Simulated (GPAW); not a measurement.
The system is PtSe2 (Sudovikovite).

```
Pt Se
1.0
     3.72400    0.00000    0.00000
    -1.86200    3.22508    0.00000
     0.00000    0.00000    5.06200
Pt Se
1 2
Direct
  0.00000 0.00000 0.00000
  0.66667 0.33333 0.75000
  0.33333 0.66667 0.25000
```

Base run:

- Program: GPAW 26.7.0
- Functional: mBEEF
- Potentials or basis: GPAW PAW data sets (gpaw-data 1.2.1)
- Cutoff: 600 eV
- Basis: pw
- k mesh: 6 × 6 × 4
- Occupations: fermi-dirac, width 0.05 eV
- Spin: spin-orbit coupling, no magnetisation

Its results: pressure 1.8 GPa; largest force 0.249 eV/Å.

Question: The run is repeated on the same cell with these changes: functional from mBEEF to rSCAN. What comes out?

Answer: Pressure 5.1 GPa; largest force 0.389 eV/Å.

Caveats: spin-orbit coupling was added after a scalar SCF, so levels and gaps hold it while energy, forces, pressure and moments don't; the PAW data sets were made with another functional, which shifts forces and pressure a little.

Not every run made on this cell is shown here.
